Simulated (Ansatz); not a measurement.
NiO

**The experiment.** The Crystallography Open Database holds a measured cell of cubic NiO (space group Fm-3m), temperature not stated (2012, doi:10.1021/ic202715c): a = 4.177 Å, 9.11 Å³/atom.

Method: PBE+U (U_eff = 6.2 eV on Ni 3d), scalar-relativistic; collinear spin; PAW, 420 eV, 10×10×5 k-mesh, Gaussian smearing of 0.05 eV; code Ansatz. The datasets are Ansatz's generated set soft_2.

```xyz
4
Lattice="0.0000 2.1262 2.1262 2.1262 0.0000 2.1262 4.2493 4.2493 0.0030" Properties=species:S:1:pos:R:3 pbc="T T T"
Ni    0.0000    0.0000    0.0000
O     2.1254    2.1254    2.1269
Ni    2.1247    2.1247    0.0015
O     4.2501    4.2501    2.1284
```

The chain of runs began from a cell as deposited in COD, expanded in volume.

Magnetic state: antiferromagnetic, site spin moments Ni 1.69, -1.69 μB.

The cell above was scaled in volume, and shape and atoms were relaxed at each volume within its symmetry. Energies are counted from the cell above.

Cell and atoms are those of this level's equilibrium.

| V (Å³/atom) | ΔE (meV/atom) | P (GPa) | gap on the mesh (eV) | largest moment (μB) |
| --- | --- | --- | --- | --- |
| 9.07 | ? | ? | ? | ? |
| 9.22 | 9.3 | 8.1 | 3.10 | 1.67 |
| 9.41 | 2.2 | 3.8 | 2.95 | 1.68 |
| 9.60 | 0.0 | 0.0 | 2.81 | 1.69 |
| 9.79 | 2.0 | -3.4 | 2.68 | 1.69 |
| 9.99 | 8.1 | -6.5 | 2.55 | 1.70 |
| 10.27 | 23.5 | -10.5 | 2.36 | 1.71 |
| 10.56 | 45.7 | -14.0 | 2.18 | 1.71 |

Task: Fill in the withheld row.

Result: ΔE (meV/atom): 18.1, P (GPa): 11.6, gap on the mesh (eV): 3.21, largest moment (μB): 1.67.

Task: What do the points give for the equilibrium volume, the bulk modulus and its pressure derivative (third-order Birch–Murnaghan)?

Result: V0 = 9.60 Å³/atom, B0 = 181 GPa, B0′ = 4.4.

B0·V0 = 181.1 GPa × 9.60 Å³ = 10.85 eV/atom sets the scale: near the minimum ΔE ≈ ½ B0 V0 x², with x = V/V0 − 1, and a pressure of 1.8 GPa squeezes the volume by about 1 %. At the ends of the curve: x = −5.5 % predicts 16.4 meV/atom and the run gives 18.1; x = +10.0 % predicts 54.3 meV/atom and the run gives 45.7. Compression costs more and expansion less than the parabola says, since the crystal stiffens as it shrinks; B0′ measures that.

**Comparison.** The computed cell (4.251 Å, 9.60 Å³/atom) differs from the database's by +5.4 % in volume, about +1.8 % in length. PBE tends to overestimate volumes, and a Hubbard U, which takes the open shell out of the bonding, usually adds to that.

Open d and f shells can converge to several self-consistent states; this is the one that the run reached. Site moments are of spin, integrated over atomic spheres.
